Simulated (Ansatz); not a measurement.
Here is the system:

```xyz
4
Lattice="4.1589 0.0000 0.0000 -2.0795 3.6018 0.0000 0.0000 0.0000 6.6556" Properties=species:S:1:pos:R:3 pbc="T T T"
Cd     0.0000     2.4012    -0.0181
Cd     2.0795     1.2006     3.3097
S      0.0000     2.4012     2.5139
S      2.0795     1.2006     5.8417
```

Calculation: r2SCAN with spin-orbit coupling, rigid bands (plane waves, PAW; Ansatz, a quantum-chemistry and plane-wave program). Condition of this run: biaxial stress in the c plane of -0.8 GPa (compression positive) (the target of the relaxation). Cell: cell and atoms relaxed with PBEsol, then loaded as said.

What conductivity effective mass do dilute electrons have at 300 K?

0.174 (x), 0.174 (y), 0.167 (z) mₑ.

What conductivity effective mass do dilute holes have at 300 K?

1.34 (x), 1.34 (y), 1.21 (z) mₑ.

And the band gap?

1.69 eV at this level; semilocal functionals usually fall short of the measured gap.

Rigid bands, one relaxation time for all states, no polarons. Geometry: cell and atoms relaxed with PBEsol.
